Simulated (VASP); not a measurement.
# VASP inputs for Ge (strained diamond)

INCAR

```
EDIFF = 1E-7
NELM = 120
LCHARG = .FALSE.
SIGMA = 0.02
LREAL = .FALSE.
ISMEAR = -1
PREC = Accurate
NSW = 0
LWAVE = .FALSE.
GGA = PE
NBANDS = 21
IBRION = -1
ISIF = 2
LASPH = .TRUE.
ENCUT = 520
```

KPOINTS

```
KPOINTS created by Atomic Simulation Environment
0
Gamma
8 8 8
0 0 0
```

KPOINTS_OPT

```
special points
7
Reciprocal
0.0000000000 0.0000000000 0.0000000000 1
0.5000000000 0.0000000000 0.5000000000 1
0.6250000000 0.2500000000 0.6250000000 1
0.3750000000 0.3750000000 0.7500000000 1
0.5000000000 0.5000000000 0.5000000000 1
0.5000000000 0.2500000000 0.7500000000 1
0.0000000000 0.0000000000 0.5000000000 1
```

POSCAR

```
Ge
 1.0000000000000000
     0.0000000000000000    2.8368735120999999    2.7233985716000002
     2.8368735120999999    0.0000000000000000    2.7233985716000002
     2.8368735120999999    2.8368735120999999    0.0000000000000000
 Ge
   2
Cartesian
  0.0000000000000000  0.0000000000000000  0.0000000000000000
  1.4184367560500000  1.4184367560500000  1.3616992858000001
```

VASP ran with the recommended PBE PAW datasets (28 valence electrons in the cell).

Question: Estimate the main results of this run.

Answer: gap between bands v and c 0.05 eV; least direct gap 0.11 eV; pressure 6.1 GPa.

Band v is the last that the valence electrons fill when counted band by band, and c is the next. Levels in eV from the top of v:

| point | v−1 | v | c | c+1 |
| --- | --- | --- | --- | --- |
| Γ | -0.31 | 0.00 | 0.11 | 2.23 |
| X | -3.29 | -3.29 | 0.62 | 0.62 |
| K | -4.69 | -3.14 | 0.70 | 3.58 |
| L | -1.84 | -1.48 | 0.05 | 3.43 |
| W | -4.25 | -4.25 | 3.97 | 3.97 |
